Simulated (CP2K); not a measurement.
Runs of CP2K 2026.2 on BAs. The structure is cubic, space group F-43m (No. 216). The conventional cell has a = 4.777 Å, b = 4.777 Å, c = 4.777 Å, α = 90.00°, β = 90.00°, γ = 90.00°. As (site symmetry -43m) has 4 B at 2.07 Å as nearest neighbours. Around B (site symmetry -43m) lie 4 As at 2.07 Å. 

```csv
task,level,potentials or basis,cell,smearing,EPS_DEFAULT,NGRIDS,points a segment of the path (NPOINTS),bands added on the path,CUTOFF of the grids,gap on the mesh (eV),pressure (GPa),V0 of scaled cells (Å³/atom),B0 (GPa)
band structure,TB-mBJ,"POTENTIAL_UZH As GTH-PBE-q5, B GTH-PBE-q3; TZVP-MOLOPT-PBE-GTH basis",as given,fermi-dirac 0.0259 eV,1.0E-9,5,8,2,675 Ry,1.42,-,-,-
single point,PBE,"POTENTIAL_UZH As GTH-PBE-q5, B GTH-PBE-q3; TZVP-MOLOPT-PBE-GTH basis",as given,fermi-dirac 0.05 eV,1.0E-10,5,-,-,450 Ry,1.21,3.6,-,-
band structure,LDA,"GTH_POTENTIALS As GTH-PADE-q5, B GTH-PADE-q3; TZVP-MOLOPT-PBE-GTH basis",as given,fermi-dirac 0.01 eV,1.0E-9,5,8,6,450 Ry,1.19,-4.1,-,-
band structure,r2SCAN,"POTENTIAL_UZH As GTH-SCAN-q5, B GTH-SCAN-q3; TZVP-MOLOPT-SCAN-GTH basis",as given,fermi-dirac 0.1 eV,1.0E-9,5,10,2,675 Ry,1.42,-1.1,-,-
single point,LDA,"GTH_POTENTIALS As GTH-PADE-q5, B GTH-PADE-q3; TZVP-MOLOPT-PBE-GTH basis",the cell as VASP's run set it,gaussian 0.1 eV,1.0E-10,4,-,-,450 Ry,1.19,-4.1,-,-
equation of state,LDA,"GTH_POTENTIALS As GTH-PADE-q5, B GTH-PADE-q3; TZVP-MOLOPT-PBE-GTH basis",as given,fermi-dirac 0.05 eV,1.0E-9,5,-,-,450 Ry,-,-,13.22,144
single point,PBEsol,"POTENTIAL_UZH As GTH-PBE-q5, B GTH-PBE-q3; TZVP-MOLOPT-PBE-GTH basis",as given,fermi-dirac 0.05 eV,1.0E-10,5,-,-,450 Ry,(b),2.3,-,-
equation of state,PBEsol,"POTENTIAL_UZH As GTH-PBE-q5, B GTH-PBE-q3; TZVP-MOLOPT-PBE-GTH basis",as given,fermi-dirac 0.05 eV,1.0E-10,4,-,-,450 Ry,-,-,(a),133
```

Alike in all rows: no spin polarisation; k mesh 10 × 10 × 10.

**Question.** Fill in the values left out.

**Answer.** (a) 13.86; (b) 1.06.

Caveats: the basis of atomic orbitals isn't converged, which shifts pressures, moduli and gaps; the potentials were made for another functional, which shifts forces and pressure (some runs); this is a model potential without an energy functional, so only levels have meaning (some runs).

A k mesh can miss the band edges, and the runs leave out spin-orbit coupling on As.

Not every run made on this cell is shown here.
